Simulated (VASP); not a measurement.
Runs of VASP 6.6.1 on Al2O3 (Corundum). The structure is trigonal, space group R-3c (No. 167). Conventional cell: a = 4.760 Å, b = 4.760 Å, c = 12.996 Å, α = 90.00°, β = 90.00°, γ = 120.00°. Al (site symmetry 3) has 6 O at 1.85 to 1.97 Å as nearest neighbours. O (site symmetry 2) is surrounded by 4 Al at 1.85 to 1.97 Å. 

```tsv
task	level	cell	cutoff (eV)	gap on the mesh (eV)	pressure (GPa)	relaxed volume (Å³/atom)	largest force (eV/Å)
band structure	AM05	as given	520	6.22	(a)	-	0.08
band structure	PW91	as given	520	(b)	-	-	-
relaxation of cell and atoms	PW91	relaxed	600	5.94	0.1	8.72	0.01
band structure	revPBE	as given	520	6.29	10.8	-	0.03
relaxation of cell and atoms	revPBE	relaxed	600	5.77	0.0	8.87	-
band structure	BLYP	as given	520	6.48	-	-	-
relaxation of cell and atoms	BLYP	relaxed	600	5.88	-0.1	8.92	-
relaxation of cell and atoms	AM05	relaxed	600	6.14	0.0	8.56	-
```

Alike in all rows: potentials or basis VASP PAW PBE potentials, release 64 (Al, O); no spin polarisation; k mesh 7 × 7 × 7; smearing fermi-dirac 0.05 eV.

Question: Fill in the values left out.

Answer: (a) 2.0; (b) 6.26.

Caveats: the PAW data sets were made with another functional, which shifts forces and pressure a little; an odd mesh through Γ misses points on the zone boundary, where band edges often lie (some runs).

Runs at the PBE level aren't shown here.
